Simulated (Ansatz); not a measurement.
## As, a known structure type with other elements, at an estimated volume

```
As
1.0
     2.94438    0.00000    0.00000
    -1.47219    2.54991    0.00000
     0.00000    0.00000    4.70802
As
2
Direct
  0.33333 0.66667 0.25000
  0.66667 0.33333 0.75000
```

Method: r2SCAN, no spin polarisation; PAW, plane waves to 500 eV, 10×10×6 Γ-centred mesh, methfessel-paxton occupations (width 0.0222 eV) (Ansatz 0.2.0), atoms fixed.

Task: Is the cell too large or too small?

Result: The pressure is 7.5 GPa (compression positive), so with the atoms held at these fractions the cell would first expand. The principal stresses 6.9, 6.9, 8.8 GPa differ, so its shape would change too.

Task: Are the atoms at rest?

Result: The forces vanish by the symmetry of the sites.

Task: Metal or insulator?

Result: It is a metal, with about 0.97 states/eV a cell as the mean within 0.25 eV of the Fermi level, mostly As p (88 %).

Task: What do density and ELF say about some of the short contacts?

Result: As–As at 2.90 Å: least valence density 0.24 e/Å³ and ELF 0.36 there. These are pseudo-fields; inside the PAW spheres they differ from the all-electron ones.

Origin: a known structure type with other elements, at an estimated volume, so it need not be a known compound.
